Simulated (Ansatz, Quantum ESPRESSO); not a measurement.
# Evanescent states of BeS, zinc blende type, lattice constant set to 4.967 Å, part 2 of 4

Wanted: the complex band structure of BeS, zinc blende type, lattice constant set to 4.967 Å, as for a tunnel barrier.

Quantum ESPRESSO 7.5; plane-wave DFT, PBE, GBRV ultrasoft pseudopotentials; cross-check by Ansatz 0.2.0 with PAW datasets.

So far. Step 2 (Ground state): The run needed 10 iterations to bring the estimated error under 1e-09 Ry.

The structure was built from a prototype and need not be the compound's stable phase.

### 3. Complex band structure

Level of this step: complex band structure by pwcond; plane-wave DFT, PBE, GBRV ultrasoft pseudopotentials (Quantum ESPRESSO).

ikind = 0 solves one period of the crystal for all kz, real and complex, at each energy and k across. ewind and epsproj trim the two-dimensional plane-wave basis; nz1 sets the subslabs.

cbs.in

```
&inputcond
  outdir = './out'
  prefixl = 'scf'
  band_file = 'cbs'
  ikind = 0
  ewind = 4.0
  epsproj = 1e-05
  nz1 = 7
  energy0 = 4.48
  denergy = -0.16
/
4
  0.00000000 0.00000000 1.00000000
  0.50000000 0.00000000 1.00000000
  0.50000000 0.50000000 1.00000000
  0.25000000 0.00000000 1.00000000
41
```

Launch:

```sh
$ OMP_NUM_THREADS=1 mpirun -n 2 pwcond.x -in cbs.in > cbs.out
```

The program printed:

```text
[banner, memory and clock lines left out]
Program PWCOND v.7.5 starts

          URL

     ./out/scf.save/

     IMPORTANT: XC functional enforced from input :
     Exchange-correlation= PBE
                           (   1   4   3   4   0   0   0)
     Any further DFT definition will be discarded
     Please, verify this is what you really want

     Reading collected, re-writing distributed wavefunctions

===== INPUT FILE containing the left lead =====

     GEOMETRY:

     lattice parameter (alat)  =       6.6371  a.u.
     the volume                =     413.4748 (a.u.)^3
     the cross section         =      44.0510 (a.u.)^2
     l of the unit cell        =       1.4142 (alat)
     number of atoms/cell      =            4
     number of atomic types    =            2

     crystal axes: (cart. coord. in units of alat)
               a(1) = (  1.0000  0.0000  0.0000 )
               a(2) = (  0.0000  1.0000  0.0000 )
               a(3) = (  0.0000  0.0000  1.4142 )

   Cartesian axes

     site n.     atom                  positions (alat units)
          1        Be     tau(  1)=(  0.0000  0.0000  1.4142  )
          2        S      tau(  2)=(  0.5000  0.0000  0.3536  )
          3        Be     tau(  3)=(  0.5000  0.5000  0.7071  )
          4        S      tau(  4)=(  0.0000  0.5000  1.0607  )

     nr1s                      =           27
     nr2s                      =           27
     nr3s                      =           40
     nr1sx                     =           27
     nr2sx                     =           27
     nr3sx                     =           40
     nr1                       =           30
     nr2                       =           30
     nr3                       =           45
     nr1x                      =           30
     nr2x                      =           30
     nr3x                      =           45

 _______________________________
  Radii of nonlocal spheres:

     type       ibeta     ang. mom.          radius (alat units)
       Be         1         0                    0.2435
       Be         2         0                    0.2435
       Be         3         0                    0.2435
       Be         4         1                    0.2435
       Be         5         1                    0.2435
       Be         6         2                    0.2435
       S          1         0                    0.2272
       S          2         0                    0.2272
       S          3         1                    0.2272
       S          4         1                    0.2272
       S          5         2                    0.2272
       S          6         2                    0.2272
----- General information -----

----- Complex band structure calculation -----

     nrx                       =           27
     nry                       =           27
     nz1                       =            7

     energy0               =         4.5E+00
     denergy               =        -1.6E-01
     nenergy               =         41
     ecut2d                =         4.0E+01
     ewind                 =         4.0E+00
     epsproj               =         1.0E-05

     number of k_|| points=    4
                       cryst. coord.
        k(    1) = (   0.0000000   0.0000000), wk =   0.2500000
        k(    2) = (   0.5000000   0.0000000), wk =   0.2500000
        k(    3) = (   0.5000000   0.5000000), wk =   0.2500000
        k(    4) = (   0.2500000   0.0000000), wk =   0.2500000
----- Information about left lead -----

     nocros                   =           14
     noins                    =           50
     norb                     =           78
     norbf                    =           78
     nrz                      =           40

      iorb      type   ibeta   ang. mom.   m       position (alat)
        1        1       1        0        1   taunew(   1)=(  0.0000  0.0000  0.0000)
        2        1       2        0        1   taunew(   2)=(  0.0000  0.0000  0.0000)
        3        1       3        0        1   taunew(   3)=(  0.0000  0.0000  0.0000)
        4        1       4        1        1   taunew(   4)=(  0.0000  0.0000  0.0000)
        5        1       4        1        2   taunew(   5)=(  0.0000  0.0000  0.0000)
        6        1       4        1        3   taunew(   6)=(  0.0000  0.0000  0.0000)
        7        1       5        1        1   taunew(   7)=(  0.0000  0.0000  0.0000)
        8        1       5        1        2   taunew(   8)=(  0.0000  0.0000  0.0000)
        9        1       5        1        3   taunew(   9)=(  0.0000  0.0000  0.0000)
       10        1       6        2        1   taunew(  10)=(  0.0000  0.0000  0.0000)
       11        1       6        2        2   taunew(  11)=(  0.0000  0.0000  0.0000)
       12        1       6        2        3   taunew(  12)=(  0.0000  0.0000  0.0000)
       13        1       6        2        4   taunew(  13)=(  0.0000  0.0000  0.0000)
       14        1       6        2        5   taunew(  14)=(  0.0000  0.0000  0.0000)
       15        2       1        0        1   taunew(  15)=(  0.5000  0.0000  0.3536)
       16        2       2        0        1   taunew(  16)=(  0.5000  0.0000  0.3536)
       17        2       3        1        1   taunew(  17)=(  0.5000  0.0000  0.3536)
       18        2       3        1        2   taunew(  18)=(  0.5000  0.0000  0.3536)
       19        2       3        1        3   taunew(  19)=(  0.5000  0.0000  0.3536)
       20        2       4        1        1   taunew(  20)=(  0.5000  0.0000  0.3536)
       21        2       4        1        2   taunew(  21)=(  0.5000  0.0000  0.3536)
       22        2       4        1        3   taunew(  22)=(  0.5000  0.0000  0.3536)
       23        2       5        2        1   taunew(  23)=(  0.5000  0.0000  0.3536)
       24        2       5        2        2   taunew(  24)=(  0.5000  0.0000  0.3536)
       25        2       5        2        3   taunew(  25)=(  0.5000  0.0000  0.3536)
       26        2       5        2        4   taunew(  26)=(  0.5000  0.0000  0.3536)
       27        2       5        2        5   taunew(  27)=(  0.5000  0.0000  0.3536)
       28        2       6        2        1   taunew(  28)=(  0.5000  0.0000  0.3536)
       29        2       6        2        2   taunew(  29)=(  0.5000  0.0000  0.3536)
       30        2       6        2        3   taunew(  30)=(  0.5000  0.0000  0.3536)
       31        2       6        2        4   taunew(  31)=(  0.5000  0.0000  0.3536)
       32        2       6        2        5   taunew(  32)=(  0.5000  0.0000  0.3536)
       33        1       1        0        1   taunew(  33)=(  0.5000  0.5000  0.7071)
[...]
56        2       5        2        2   taunew(  56)=(  0.0000  0.5000  1.0607)
       57        2       5        2        3   taunew(  57)=(  0.0000  0.5000  1.0607)
       58        2       5        2        4   taunew(  58)=(  0.0000  0.5000  1.0607)
       59        2       5        2        5   taunew(  59)=(  0.0000  0.5000  1.0607)
       60        2       6        2        1   taunew(  60)=(  0.0000  0.5000  1.0607)
       61        2       6        2        2   taunew(  61)=(  0.0000  0.5000  1.0607)
       62        2       6        2        3   taunew(  62)=(  0.0000  0.5000  1.0607)
       63        2       6        2        4   taunew(  63)=(  0.0000  0.5000  1.0607)
       64        2       6        2        5   taunew(  64)=(  0.0000  0.5000  1.0607)
       65        1       1        0        1   taunew(  65)=(  0.0000  0.0000  1.4142)
       66        1       2        0        1   taunew(  66)=(  0.0000  0.0000  1.4142)
       67        1       3        0        1   taunew(  67)=(  0.0000  0.0000  1.4142)
       68        1       4        1        1   taunew(  68)=(  0.0000  0.0000  1.4142)
       69        1       4        1        2   taunew(  69)=(  0.0000  0.0000  1.4142)
       70        1       4        1        3   taunew(  70)=(  0.0000  0.0000  1.4142)
       71        1       5        1        1   taunew(  71)=(  0.0000  0.0000  1.4142)
       72        1       5        1        2   taunew(  72)=(  0.0000  0.0000  1.4142)
       73        1       5        1        3   taunew(  73)=(  0.0000  0.0000  1.4142)
       74        1       6        2        1   taunew(  74)=(  0.0000  0.0000  1.4142)
       75        1       6        2        2   taunew(  75)=(  0.0000  0.0000  1.4142)
       76        1       6        2        3   taunew(  76)=(  0.0000  0.0000  1.4142)
       77        1       6        2        4   taunew(  77)=(  0.0000  0.0000  1.4142)
       78        1       6        2        5   taunew(  78)=(  0.0000  0.0000  1.4142)
    k slab    z(k)  z(k+1)     crossing(iorb=1,norb)
    1   0.0000 0.0354 0.0354   111111111111110000000000000000000000000000000000000000000000000000000000000000
    2   0.0354 0.0707 0.0354   111111111111110000000000000000000000000000000000000000000000000000000000000000
    3   0.0707 0.1061 0.0354   111111111111110000000000000000000000000000000000000000000000000000000000000000
    4   0.1061 0.1414 0.0354   111111111111111111111111111111110000000000000000000000000000000000000000000000
    5   0.1414 0.1768 0.0354   111111111111111111111111111111110000000000000000000000000000000000000000000000
    6   0.1768 0.2121 0.0354   111111111111111111111111111111110000000000000000000000000000000000000000000000
    7   0.2121 0.2475 0.0354   111111111111111111111111111111110000000000000000000000000000000000000000000000
    8   0.2475 0.2828 0.0354   000000000000001111111111111111110000000000000000000000000000000000000000000000
    9   0.2828 0.3182 0.0354   000000000000001111111111111111110000000000000000000000000000000000000000000000
   10   0.3182 0.3536 0.0354   000000000000001111111111111111110000000000000000000000000000000000000000000000
   11   0.3536 0.3889 0.0354   000000000000001111111111111111110000000000000000000000000000000000000000000000
   12   0.3889 0.4243 0.0354   000000000000001111111111111111110000000000000000000000000000000000000000000000
   13   0.4243 0.4596 0.0354   000000000000001111111111111111110000000000000000000000000000000000000000000000
   14   0.4596 0.4950 0.0354   000000000000001111111111111111111111111111111100000000000000000000000000000000
   15   0.4950 0.5303 0.0354   000000000000001111111111111111111111111111111100000000000000000000000000000000
   16   0.5303 0.5657 0.0354   000000000000001111111111111111111111111111111100000000000000000000000000000000
   17   0.5657 0.6010 0.0354   000000000000001111111111111111111111111111111100000000000000000000000000000000
   18   0.6010 0.6364 0.0354   000000000000000000000000000000001111111111111100000000000000000000000000000000
   19   0.6364 0.6718 0.0354   000000000000000000000000000000001111111111111100000000000000000000000000000000
   20   0.6718 0.7071 0.0354   000000000000000000000000000000001111111111111100000000000000000000000000000000
   21   0.7071 0.7425 0.0354   000000000000000000000000000000001111111111111100000000000000000000000000000000
   22   0.7425 0.7778 0.0354   000000000000000000000000000000001111111111111100000000000000000000000000000000
   23   0.7778 0.8132 0.0354   000000000000000000000000000000001111111111111100000000000000000000000000000000
   24   0.8132 0.8485 0.0354   000000000000000000000000000000001111111111111111111111111111111100000000000000
   25   0.8485 0.8839 0.0354   000000000000000000000000000000001111111111111111111111111111111100000000000000
   26   0.8839 0.9192 0.0354   000000000000000000000000000000001111111111111111111111111111111100000000000000
   27   0.9192 0.9546 0.0354   000000000000000000000000000000001111111111111111111111111111111100000000000000
   28   0.9546 0.9899 0.0354   000000000000000000000000000000000000000000000011111111111111111100000000000000
   29   0.9899 1.0253 0.0354   000000000000000000000000000000000000000000000011111111111111111100000000000000
   30   1.0253 1.0607 0.0354   000000000000000000000000000000000000000000000011111111111111111100000000000000
   31   1.0607 1.0960 0.0354   000000000000000000000000000000000000000000000011111111111111111100000000000000
   32   1.0960 1.1314 0.0354   000000000000000000000000000000000000000000000011111111111111111100000000000000
   33   1.1314 1.1667 0.0354   000000000000000000000000000000000000000000000011111111111111111100000000000000
   34   1.1667 1.2021 0.0354   000000000000000000000000000000000000000000000011111111111111111111111111111111
   35   1.2021 1.2374 0.0354   000000000000000000000000000000000000000000000011111111111111111111111111111111
   36   1.2374 1.2728 0.0354   000000000000000000000000000000000000000000000011111111111111111111111111111111
   37   1.2728 1.3081 0.0354   000000000000000000000000000000000000000000000011111111111111111111111111111111
   38   1.3081 1.3435 0.0354   000000000000000000000000000000000000000000000000000000000000000011111111111111
   39   1.3435 1.3789 0.0354   000000000000000000000000000000000000000000000000000000000000000011111111111111
   40   1.3789 1.4142 0.0354   000000000000000000000000000000000000000000000000000000000000000011111111111111
 ngper, shell number =          137          22
 ngper, n2d =          137         110
---  E-Ef =    4.4800000  k =    0.0000000   0.0000000
---  ie =          1  ik =          1
 Nchannels of the left tip =            1
 Right moving states:
   k1(2pi/a)   k2(2pi/a)   E-Ef (eV)
   0.4949377  -0.0000000   4.4800000
 Left moving states:
   k1(2pi/a)   k2(2pi/a)   E-Ef (eV)
  -0.4949357   0.0000000   4.4800000

---  E-Ef =    4.3200000  k =    0.0000000   0.0000000
---  ie =          2  ik =          1
 Nchannels of the left tip =            1
 Right moving states:
   k1(2pi/a)   k2(2pi/a)   E-Ef (eV)
   0.4472415  -0.0000000   4.3200000
 Left moving states:
   k1(2pi/a)   k2(2pi/a)   E-Ef (eV)
  -0.4472396   0.0000000   4.3200000
[... further energies and points left out ...]
---  E-Ef =   -1.7600000  k =    0.2500000   0.0000000
---  ie =         40  ik =          4
 Nchannels of the left tip =            2
 Right moving states:
   k1(2pi/a)   k2(2pi/a)   E-Ef (eV)
   0.2609361   0.0000000  -1.7600000
   0.4006220   0.0000000  -1.7600000
 Left moving states:
   k1(2pi/a)   k2(2pi/a)   E-Ef (eV)
  -0.2609360  -0.0000000  -1.7600000
  -0.4006215   0.0000000  -1.7600000

---  E-Ef =   -1.9200000  k =    0.2500000   0.0000000
---  ie =         41  ik =          4
 Nchannels of the left tip =            2
 Right moving states:
   k1(2pi/a)   k2(2pi/a)   E-Ef (eV)
   0.1421192   0.0000000  -1.9200000
   0.3738089   0.0000000  -1.9200000
 Left moving states:
   k1(2pi/a)   k2(2pi/a)   E-Ef (eV)
  -0.1421191  -0.0000000  -1.9200000
  -0.3738084   0.0000000  -1.9200000

Note: The following floating-point exceptions are signalling: IEEE_UNDERFLOW_FLAG
Note: The following floating-point exceptions are signalling: IEEE_UNDERFLOW_FLAG
```

Run time: 1.7 min. Hardware: 2 MPI ranks of Arm Neoverse V2, shared host; peak memory 0.13 GiB.

Read from the output:

```
peak of the smallest κ at the zone centre : 0.323 Å⁻¹
energy of the peak at the zone centre     : 2.56 eV
peak of the smallest κ at (1/4, 0)        : 0.384 Å⁻¹
```

K across = (0, 0) in the cell's reciprocal vectors; values within 0.0025 1/Å of each other count once, columns are sorted by size at each energy, a dash where no further value was kept. Table of Im kz of the slowest decaying states by energy, zero at the highest filled level of the SCF mesh:

```
energy (eV)  decay 1 (Å⁻¹)  decay 2 (Å⁻¹)  decay 3 (Å⁻¹)
      -1.92          0.939           1.94           1.94
      -1.76          0.924           1.93           1.93
      -1.60           0.91           1.92           1.92
      -1.44          0.895           1.91           1.91
      -1.28           0.88           1.83           1.90
      -1.12          0.865           1.77           1.88
      -0.96           0.85           1.73           1.87
      -0.64          0.818           1.66           1.85
      -0.48          0.803           1.62           1.84
      -0.32          0.786           1.59           1.83
      -0.16           0.77           1.56           1.82
       0.00           0.01          0.753              -
       0.16          0.116          0.157          0.736
       0.32           0.16          0.216          0.719
       0.48          0.192          0.257          0.701
       0.64          0.217           0.29          0.682
       0.80          0.238          0.315          0.663
       0.96          0.255          0.337          0.643
       1.12          0.269          0.354          0.623
       1.44          0.292          0.381           0.58
       1.60            0.3          0.391          0.556
       1.76          0.307          0.399          0.532
       1.92          0.313          0.405          0.506
       2.08          0.317           0.41          0.478
       2.24           0.32          0.413          0.447
       2.40          0.322          0.414           1.04
       2.56          0.323          0.377          0.415
       2.72          0.323          0.334          0.415
       2.88          0.284          0.321          0.413
       3.04          0.218          0.319          0.409
       3.20          0.116          0.315          0.405
       3.52          0.305          0.393          0.738
       3.68          0.298          0.385          0.688
       3.84          0.289          0.375          0.636
       4.00           0.28          0.364           0.58
       4.16          0.268          0.352          0.522
       4.32          0.255          0.338          0.459
       4.48          0.239          0.322          0.391
```

K across = (0, 0) in the cell's reciprocal vectors. Re kz of states that move upwards against energy, zero at the highest filled level of the SCF mesh:

```
energy (eV)  channel 1 (Å⁻¹)  channel 2 (Å⁻¹)  channel 3 (Å⁻¹)
      -1.92           -0.505            0.442            0.443
      -1.60           -0.445            0.578            0.578
      -1.28           -0.572           -0.572           -0.384
      -0.96           -0.465           -0.465           -0.321
      -0.64           -0.358           -0.358           -0.253
      -0.32           -0.239           -0.239           -0.172
      -0.16           -0.164           -0.164           -0.119
       0.00                -                -                -
       0.16                -                -                -
       0.48                -                -                -
       0.80                -                -                -
       1.12                -                -                -
       1.44                -                -                -
       1.76                -                -                -
       2.08                -                -                -
       2.40                -                -                -
       2.72                -                -                -
       2.88                -                -                -
       3.20                -                -                -
       3.52            0.248                -                -
       3.84            0.387                -                -
       4.16            0.507                -                -
       4.48            0.626                -                -
```

K across = (1/2, 0) in the cell's reciprocal vectors; values within 0.0025 1/Å of each other count once, columns are sorted by size at each energy, a dash where no further value was kept. The Im kz of the slowest decaying states by energy, zero at the highest filled level of the SCF mesh:

```
energy (eV)  decay 1 (Å⁻¹)  decay 2 (Å⁻¹)  decay 3 (Å⁻¹)
      -1.92          0.881           1.54           2.36
      -1.76          0.831           1.52           2.36
      -1.44            0.7           1.49           2.35
      -1.28          0.602           1.47           2.34
      -0.96           1.44           2.33           2.41
      -0.80          0.119          0.449           1.42
      -0.64           0.17          0.568           1.40
      -0.32          0.237          0.677           1.37
      -0.16          0.261          0.707           1.35
       0.00          0.281          0.729           1.33
       0.32          0.314          0.758           1.30
       0.48          0.327          0.767           1.28
       0.80          0.349          0.778           1.24
       0.96          0.357           0.78           1.22
       1.12          0.365          0.781            1.2
       1.44          0.376          0.779           1.16
       1.60           0.38          0.776           1.14
       1.76          0.383          0.772           1.12
       2.08          0.386          0.761           1.08
       2.24          0.386          0.754           1.06
       2.56          0.383          0.738           1.01
       2.72           0.38           0.73          0.989
       2.88          0.376           0.72          0.966
       3.20          0.365          0.698          0.918
       3.36          0.358          0.686          0.893
       3.52          0.349          0.673          0.868
       3.84          0.327          0.645          0.815
       4.00          0.314           0.63          0.787
       4.32          0.281          0.597          0.727
       4.48           0.26          0.579          0.695
```

[end of part 2 of 4]

[Logs are printed without paths, hosts, clocks, repeated set-up lines and the standing remarks that a program may print on its own settings, such as how far it seeks lower states.]

[Hosts, paths, dates, database ids (printed as entryN), source tags and the programs' standing remarks are cut or masked in the printed files.]

[Maps of the electrostatic potential energy from Ansatz leave out the sawtooth potential of an applied field or a dipole correction, so their vacuum need not be flat; planar profiles and work functions include it.]
